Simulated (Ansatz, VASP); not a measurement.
## Be: VASP beside Ansatz

```xyz
3
Lattice="3.5507 0.0000 0.0000 -1.7753 3.0750 0.0000 0.0000 0.0000 2.1865" Properties=species:S:1:pos:R:3 pbc="T T T"
Be    0.0000    0.0000    0.0000
Be    0.0000    2.0500    1.0933
Be    1.7753    1.0250    1.0933
```

Alike in both runs: task single point; functional RPBE; k mesh 11 × 11 × 16; occupations fermi-dirac, width 0.1 eV; no spin polarisation.

|  | VASP | Ansatz |
| --- | --- | --- |
| version | VASP 6.6.1 | Ansatz 0.2.0 |
| potentials or method | VASP PAW PBE potentials, release 64 (Be) | plane waves (420 eV) with PAW, scalar-relativistic |
| plane-wave cutoff (eV) | 520 | 420 |
| valence electrons in the cell | 6 | 6 |

|  | VASP | Ansatz | Ansatz less VASP |
| --- | --- | --- | --- |
| pressure (GPa) | 4.9 | 4.9 | -0.01 |
| largest component of the traceless stress (GPa) | 0.46 | 0.43 | -0.030 |

With one functional, cell and mesh, what is left measures potentials, basis and numerics.

Caveats: the PAW data sets were made with another functional, which shifts forces and pressure a little (VASP).
